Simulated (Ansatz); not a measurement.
# Molecular dynamics of WC

Input file:

```yaml
accuracy: low
crystal:
  lattice:
    - [-2.900765, -5.024272, 0.0]
    - [4.351147, -2.512136, 0.0]
    - [0.0, 0.0, 5.694056]
  atoms:
    - { symbol: W, position: [0.77347663, 0.42701893, -0.00833512] }
    - { symbol: C, position: [0.46452056, 0.63646147, 0.24488598] }
    - { symbol: W, position: [0.72990191, 0.50447892, 0.5029822] }
    - { symbol: C, position: [0.4750817, 0.65915793, 0.71970344] }
    - { symbol: W, position: [0.47994809, -0.04632557, -0.02167922] }
    - { symbol: C, position: [0.238685, 0.11824111, 0.22113888] }
    - { symbol: W, position: [0.4906099, 0.00524565, 0.48013291] }
    - { symbol: C, position: [0.25990755, 0.17625022, 0.77610616] }
    - { symbol: W, position: [0.26267378, 0.48040916, -0.01655117] }
    - { symbol: C, position: [-0.00123243, 0.62951846, 0.2033553] }
    - { symbol: W, position: [0.21288852, 0.48667445, 0.49049515] }
    - { symbol: C, position: [0.06019378, 0.68451826, 0.75913226] }
    - { symbol: W, position: [-0.00610048, -0.04329872, -0.00391225] }
    - { symbol: C, position: [0.74829032, 0.0967504, 0.26095507] }
    - { symbol: W, position: [-0.02842756, 0.04241738, 0.50192638] }
    - { symbol: C, position: [0.7219827, 0.11825864, 0.75286117] }
basis:
  ecutwfc: 420.0
kpoints:
  mp_grid: { grid: [2, 2, 2] }
hamiltonian:
  xc: pbe
  dispersion: d3bj
  pseudopotentials: { kind: paw, azcp: { folder: soft_1 } }
scf:
  occupations: { method: fermi_dirac, width: 0.3 }
  lower_state_search: "off"
  max_iter: 80
md:
  timestep: 1
  n_steps: 200
  ensemble: nvt_nose_hoover
  temperature: 2450.0
  initial_velocities: zero
  seed: 424935
  nose_hoover: { tau: 100.0, chain_length: 1 }
```

Launched with:

```bash
$ ansatz run input.yaml --threads 1 --pin off --max-ram 3072MiB --backend cpu --events-out ev --progress --plain --runs-dir out
```

It goes on from the last frame of an earlier run, with new velocities.

Output, in part (step lines):

```
md step     0: t =     0.00 fs  T =     0.0 K  F+E_penalty+E_count = -85096.76359222 eV  E_kin = 0.000000 eV  conserved = -85096.76359222 eV  (9 SCF iters)
[... lines left out ...]
```

The steps, from the saved trajectory:

```
time (fs)  T (K)  potential energy less start (eV)  conserved less start (meV/atom)
        0      0                             0.000                             0.00
        6    806                            -1.566                            -0.35
       12   1912                            -3.692                            -0.69
       18   1897                            -3.621                            -0.53
       24   1541                            -2.888                            -0.13
       30   2335                            -4.381                            -0.45
       36   3193                            -5.969                            -0.64
       42   3157                            -5.816                            -0.41
       48   2967                            -5.387                            -0.38
       54   2822                            -5.056                            -0.42
       60   2576                            -4.538                            -0.36
       66   2301                            -3.969                            -0.43
       72   1792                            -2.950                            -0.34
       78   1388                            -2.136                            -0.25
       84   1449                            -2.220                            -0.36
       90   1557                            -2.385                            -0.43
       96   1376                            -1.978                            -0.34
      102   1240                            -1.660                            -0.22
      108   1593                            -2.277                            -0.31
      114   2076                            -3.117                            -0.41
      120   2248                            -3.329                            -0.39
      126   2195                            -3.096                            -0.27
      132   2409                            -3.379                            -0.29
      138   2836                            -4.056                            -0.41
      144   3051                            -4.304                            -0.32
      150   3173                            -4.378                            -0.45
      156   2878                            -3.653                            -0.31
      162   2679                            -3.137                            -0.18
      168   2925                            -3.494                            -0.49
      174   2585                            -2.711                            -0.29
      180   2334                            -2.122                            -0.13
      186   2676                            -2.686                            -0.53
      192   2344                            -1.931                            -0.28
      198   2023                            -1.218                            -0.17
```

All steps were run. The conserved energy stayed within 0.7 meV per atom of its start (net change -0.25 meV per atom), so the integration is sound. A run of 0.2 ps of so small a system gives no equilibrium averages. Limits of this set-up: coarse k mesh, low accuracy level.

Mean squared displacements from the first frame to the last, about the centre of mass: W 0.02 Å², C 0.04 Å².

Last frame:

```xyz
16
Lattice="-2.9008 -5.0243 0.0000 4.3511 -2.5121 0.0000 0.0000 0.0000 5.6941" Properties=species:S:1:pos:R:3
W -0.282 -4.966 0.010
C 1.475 -3.961 1.270
W 0.150 -4.937 2.805
C 1.451 -4.021 4.186
W -1.664 -2.308 -0.110
C -0.069 -1.349 1.254
W -1.421 -2.344 2.725
C -0.101 -1.705 4.177
W 1.194 -2.478 -0.067
C 2.632 -1.744 1.283
W 1.679 -2.539 2.749
C 2.892 -1.738 4.351
W -0.184 0.192 0.029
C -1.722 -3.909 1.418
W 0.145 0.056 2.840
C -1.488 -4.121 4.187
```

Run time: 13 min on 1 thread of Arm Neoverse V2, on a shared host, peak memory 0.5 GiB.
